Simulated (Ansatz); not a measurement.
# AlN: the cost of one run

Method: DFT LDA, frozen-core PAW, scalar-relativistic unless said, in Ansatz 0.2.0.

### Step 1. The system as given

The structure is cubic, space group F-43m (No. 216). The conventional cell has a = 4.368 Å, b = 4.368 Å, c = 4.368 Å, α = 90.00°, β = 90.00°, γ = 90.00°. Around Al (site symmetry -43m) lie 4 N at 1.89 Å. N (site symmetry -43m) has 4 Al at 1.89 Å as nearest neighbours.

Structure file:

```
CELL_PARAMETERS angstrom
2.18399 2.18399 0.00000
-2.18399 2.18399 0.00000
0.00000 2.18399 2.18399
ATOMIC_POSITIONS crystal
Al 0.00000 0.00000 0.00000
N 0.25000 0.75000 0.50000
```

Cartesian axes are those of the input's lattice vectors. The structure goes back to a database entry.

### Step 2. Cell and atoms relaxed, PAW

input.yaml

```yaml
crystal:
  lattice:
    - [2.1839935596, 2.1839935596, 0.0]
    - [-2.1839935596, 2.1839935596, 0.0]
    - [0.0, 2.1839935596, 2.1839935596]
  atoms:
    - { symbol: Al, position: [0.0, 0.0, 0.0] }
    - { symbol: "N", position: [0.25, 0.75, 0.5] }
kpoints:
  mp_grid: { grid: [14, 14, 14] }
scf:
  occupations: { method: fermi_dirac, width: 0.08 }
hamiltonian:
  xc: lda
  pseudopotentials: { kind: paw }
relax:
  f_tol: 0.002
  max_steps: 80
  cell: {}
output:
  forces: true
  stress: true
```

Launch:

```sh
ansatz run input.yaml --threads 1 --pin off --max-ram 3072MiB --backend cpu --events-out ev --progress --plain --runs-dir out
```

**Question.** How long does this run take on 1 thread of Arm Neoverse V1, shared host, and how much memory does it need?

About 10 s, with a peak of 0.29 GiB.
